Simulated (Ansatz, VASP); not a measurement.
# N in VASP and in Ansatz

```
CELL_PARAMETERS angstrom
-1.16544 1.16544 2.00478
1.16544 -1.16544 2.00478
1.16544 1.16544 -2.00478
ATOMIC_POSITIONS crystal
N 0.00000 0.00000 0.00000
```

Alike in both runs: task single point; functional PBE; k mesh 24 × 24 × 24; occupations gaussian, width 0.1 eV; no spin polarisation.

|  | VASP | Ansatz |
| --- | --- | --- |
| version | VASP 6.6.1 | Ansatz 0.2.0 |
| potentials or method | VASP PAW PBE potentials, release 64 (N) | scalar-relativistic, plane waves, PAW |
| plane-wave cutoff (eV) | 520 | 420 |
| valence electrons in the cell | 5 | 5 |

VASP gave:

| Property | Result |
| --- | --- |
| gap on the k mesh at the Fermi level (eV) | none |
| pressure (GPa) | -31.2 |
| largest component of the traceless stress (GPa) | 14.41 |

Question: Estimate Ansatz's values.

Answer: gap on the k mesh at the Fermi level (eV): none; pressure (GPa): -31.1; largest component of the traceless stress (GPa): 14.40.

A gap of «none» marks a metal or a gap that the smearing closes.

Caveats: the cell as given lies far from equilibrium; so large a pressure means that the cell lies far from this level's equilibrium, or that cutoff or potentials fall short (VASP).
